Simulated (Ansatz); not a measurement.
## ZnSe: frozen-core PAW against all-electron methods

```
Zn Se
1.0
     0.00000    2.83380    2.83380
     2.83380    0.00000    2.83380
     2.83380    2.83380    0.00000
Zn Se
1 1
Direct
  0.00000 0.00000 0.00000
  0.75000 0.75000 0.75000
```

Atoms are numbered in the order listed.

The cell is COD entry 9008857, as deposited and not checked against the literature; nothing was relaxed.

All numbers are computed: DFT, PBE, PAW with Ansatz's default frozen-core files, scalar-relativistic (Ansatz 0.2.0); DFT, PBE, all-electron LAPW, scalar-relativistic (Ansatz 0.2.0).

For PAW: a Γ-centred 8×8×8 k mesh, Fermi–Dirac smearing of 0.03 eV, cutoff 420 eV, no spin polarisation. LAPW targets a basis error of 1 meV/atom. The Ansatz runs share mesh, smearing and spin set-up. Plane-wave (PAW) pressures include the program's estimate of the Pulay term.

Stress and pressure are positive in compression.

Levels count from the top of the valence band.

PAW results:

| quantity | PAW |
| --- | --- |
| pressure (GPa) | 2.10 |
| band gap (eV) | 1.288 |
| highest filled level at X (eV) | -2.185 |
| lowest empty level at X (eV) | 2.989 |
| highest filled level at L (eV) | -0.868 |
| lowest empty level at L (eV) | 2.545 |

Task: What does LAPW (all electrons) give for the same quantities?

Result: 
```csv
quantity,LAPW
pressure (GPa),2.12
band gap (eV),1.290
highest filled level at X (eV),-2.183
lowest empty level at X (eV),2.989
highest filled level at L (eV),-0.867
lowest empty level at L (eV),2.547
```
